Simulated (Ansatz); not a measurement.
Crystal: Te2Mo.

```xyz
12
Lattice="6.3300 0.0000 0.0000 0.0000 3.4690 0.0000 -0.9468 0.0000 13.8276" Properties=species:S:1:pos:R:3 pbc="T T T"
Te    5.4013    2.6018    8.3588
Te   -0.0181    0.8672    5.4688
Te    4.9099    0.8672   11.7728
Te    0.4733    2.6018    2.0548
Te    1.7550    2.6018   12.3826
Te    3.6282    0.8672    1.4450
Te    2.1916    0.8672    8.9658
Te    3.1917    2.6018    4.8618
Mo    4.2299    2.6018   13.7253
Mo    1.1533    0.8672    0.1023
Mo    3.8493    0.8672    6.8225
Mo    1.5339    2.6018    7.0051
```

Base run:

- Program: Ansatz 0.2.0
- Functional: revPBE
- Potentials or basis: Ansatz PAW
- Cutoff: 420 eV (not typed: the program's choice for these potentials)
- k mesh: 3 × 6 × 2
- Occupations: fermi-dirac, width 0.05 eV
- Spin: no spin polarisation

Its results: band gap on the k mesh none (metal or under the smearing width); pressure 3.9 GPa; largest force 0.230 eV/Å.

Question: After a change of settings the same cell gave: band gap on the k mesh none (metal or under the smearing width); pressure -1.4 GPa; largest force 0.257 eV/Å. Which change was it?
A. functional from revPBE to PBEsol
B. functional from revPBE to BLYP
C. functional from revPBE to LDA
D. functional from revPBE to RPBE

Answer: A.

PBEsol binds more tightly than revPBE, so the same cell stands under less pressure.

Caveats: spin-orbit coupling is left out, which moves the levels of the heavy elements; the PAW data sets come from PBE, with cores solved anew for the run's functional, which leaves a small shift of forces and pressure.

Runs at the PBE level aren't shown here.
